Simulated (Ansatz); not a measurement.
AlN:

```
Al N
1.0
     0.00000    2.03452    2.03452
     2.03452    0.00000    2.03452
     2.03452    2.03452    0.00000
Al N
1 1
Direct
  0.50000 0.50000 0.50000
  0.00000 0.00000 0.00000
```

Measurements of this composition are mostly on another form, of space group No. 186.

```yaml
Program: Ansatz 0.2.0
Task: relaxation of cell and atoms
Functional: HSE06
Potentials_or_basis: Ansatz PAW
Cutoff: "420 eV (not typed: the program's choice for these potentials)"
k_mesh: 6 × 6 × 6
Occupations: fermi-dirac, width 0.05 eV
Spin: no spin polarisation
```

At the start: volume 8.42 Å³/atom.

Problem. How do energy, volume and symmetry change on relaxing?

Solution. It ends after 7 steps and the volume is 8.18 Å³/atom (-2.8 %); space group Fm-3m (No. 225, to 0.05 Å).

The path:
```csv
step,energy change (eV),largest force (eV/Å),volume (Å³)
1,0.0000,0.0000,16.84
2,-0.0093,0.0000,16.60
3,-0.0128,0.0000,16.36
4,-0.0127,0.0000,16.37
5,-0.0116,0.0000,16.37
6,-0.0117,0.0000,16.37
7,-0.0117,0.0000,16.37
```

Final structure:
```
Al N
1.0
     0.00000    2.01513    2.01513
     2.01513    0.00000    2.01513
     2.01513    2.01513    0.00000
Al N
1 1
Direct
  0.50000 0.50000 0.50000
  0.00000 0.00000 0.00000
```

Caveat: the k mesh is coarse (spacing up to 0.45 Å⁻¹), so the values aren't converged, least of all with exact exchange; the plane-wave basis is chosen anew once the cell has moved, so the energies of steps on either side of that aren't comparable; the pressure holds a Pulay correction of +0.5 GPa for the finite cutoff; the PAW data sets come from PBE, with cores solved anew for the run's functional, which leaves a small shift of forces and pressure.
